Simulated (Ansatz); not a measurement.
**Te2Pt: how the settings move a single-point run**

How sensitive is a single-point run of Te2Pt to its settings? A reference run comes first, then one run with altered input.

The COD entry's cell or inner coordinates are ideal or old and differ from later refinements, so a difference from it is no clean test against experiment.

Method: reference: DFT, PBE, PAW with Ansatz's default frozen-core files, scalar-relativistic, in Ansatz 0.2.0.

### 1 Starting point

It takes space group P-3m1 (No. 164, trigonal). The conventional cell has a = 4.018 Å, b = 4.018 Å, c = 5.212 Å, α = 90.00°, β = 90.00°, γ = 120.00°. Around Te (site symmetry 3m) lie 3 Pt at 2.66 Å. Pt (site symmetry -3m) is surrounded by 6 Te at 2.66 Å.

Structure file:

```
Te Pt
1.0
     4.01800    0.00000    0.00000
    -2.00900    3.47969    0.00000
     0.00000    0.00000    5.21200
Te Pt
2 1
Direct
  0.33333 0.66667 0.25000
  0.66667 0.33333 0.75000
  0.00000 0.00000 0.00000
```

### 2 Reference

The input, input.yaml:

```yaml
crystal:
  lattice:
    - [4.0179999686, 0.0, 0.0]
    - [-2.0089999843, 3.4796900453, 0.0]
    - [0.0, 0.0, 5.212]
  atoms:
    - { symbol: Te, position: [0.3333333333, 0.6666666667, 0.25] }
    - { symbol: Te, position: [0.6666666667, 0.3333333333, 0.75] }
    - { symbol: Pt, position: [0.0, 0.0, 0.0] }
kpoints:
  mp_grid: { grid: [10, 10, 7] }
  band_path:
    path:
      - [0.0, 0.0, 0.0]
      - [0.5, 0.0, 0.0]
      - [0.3333333333, 0.3333333333, 0.0]
      - [0.0, 0.0, 0.0]
      - [0.0, 0.0, 0.5]
      - [0.5, 0.0, 0.5]
      - [0.3333333333, 0.3333333333, 0.5]
      - [0.0, 0.0, 0.5]
      - [0.5, 0.0, 0.5]
    npoints: 14
scf:
  occupations: { method: fermi_dirac, width: 0.08 }
hamiltonian:
  xc: pbe
  pseudopotentials: { kind: paw }
output:
  forces: true
  stress: true
  eigenvalues: true
  efg: { contact_densities: true }
  populations: true
  bader: true
  dos: { projected: true, de: 0.2, e_range: [-14, 8] }
  write_density: true
  write_potential: true
  elf: true
  volumetric_format: npy
```

Launch:

```bash
$ ansatz run input.yaml --threads 1 --pin off --max-ram 4096MiB --backend cpu --events-out ev --progress --plain --runs-dir out
```

### 3 Changing settings: hubbard.sites [{species: Pt, l: d, u_eff: 2.0}], hubbard.double_counting fll

input.yaml, as its differences from that of step 2:

```diff
@@ -28,2 +28,3 @@
   pseudopotentials: { kind: paw }
+  hubbard: { sites: [{ species: Pt, l: d, u_eff: 2.0 }], double_counting: fll }
 output:
@@ -34,7 +35 @@
   populations: true
-  bader: true
-  dos: { projected: true, de: 0.2, e_range: [-14, 8] }
-  write_density: true
-  write_potential: true
-  elf: true
-  volumetric_format: npy
```

What does the calculation give? Wanted: for each run, ending; energy change; pressure; gap; force.

**Answer**, as computed:

| run | ending | energy change | pressure (GPa) | gap (eV) | force (eV/Å) | cycles | time |
| --- | --- | --- | --- | --- | --- | --- | --- |
| reference | converged | 0 | 7.9 | 0.00 | 0.94 | 6 | 37 s |
| 1: hubbard.sites [{species: Pt, l: d, u_eff: 2.0}], hubbard.double_counting fll | converged | +276.6 meV/atom (U changed: no physical gain or loss) | 7.9 | 0.00 | 0.96 | 9 | 16 s |

Times don't compare one to one where runs were asked for different outputs or read a saved state (see the inputs); cycles may leave out searches for a lower state.

Residual by cycle in the longest SCF loop of each run; runs are numbered as in the table. The quantity is the density residual dr2, in eV.

| cycle | reference | run 1 |
| --- | --- | --- |
| 1 | 0.0052 | 3.31 |
| 2 | 0.00459 | 0.119 |
| 3 | 6.8e-5 | 0.0377 |
| 4 | 1.3e-6 | 0.00278 |
| 5 | 5.5e-8 | 2.2e-4 |
| 6 | 2.5e-9 | 3.1e-5 |
| 7 | - | 2.9e-6 |
| 8 | - | 1.4e-7 |
| 9 | - | 6.6e-9 |

**Reading.** Changing the Hubbard U moves the energy by +276.6 meV/atom, and the largest force goes from 0.94 to 0.96 eV/Å. The U term adds an energy of its own, so the shift says nothing about which run is better. A changed U is a change of model: its shifts are not errors of convergence.
